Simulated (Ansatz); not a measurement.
Stackings of close-packed layers of Sc (one atom a layer), each relaxed to a stress under 0.05 GPa; h and k mark layers whose two neighbours have the same or different letters; energies count from the stacking AB (P6_3/mmc).

Computed with DFT PBE, scalar-relativistic, plane waves, PAW (Ansatz 0.2.0).

Cutoff 420 eV, Gaussian smearing of 0.10 eV, energies at zero smearing, symmetry of each start kept, no spin polarisation.

| start | atoms | k mesh | excess energy (meV/atom) | spacing of like layers (Å) | a (Å) |
| --- | --- | --- | --- | --- | --- |
| ABC (kkk) | 3 | 15×15×6 | 48.3 | 2.668 | 3.267 |
| ABAC (khkh) | 4 | 15×15×4 | 23.1 | 2.625 | 3.291 |
| ABCACB (hkkhkk) | 6 | 15×15×3 | 29.6 | 2.636 | 3.284 |
| ABABCBCAC (khhkhhkhh) | 9 | 15×15×2 | 14.1 | 2.604 | 3.303 |
| ABACACBC (khkhhkhk) | 8 | 15×15×2 | 22.5 | 2.621 | 3.294 |
| ABABACBC (khhhkkhk) | 8 | 15×15×2 | 24.0 | 2.621 | 3.295 |

Zero in every row: gap on the mesh (eV).

Small energy differences in metals hang on the k mesh (about 10 mJ/m² or 1 to 2 meV/atom on the mesh of the relaxation).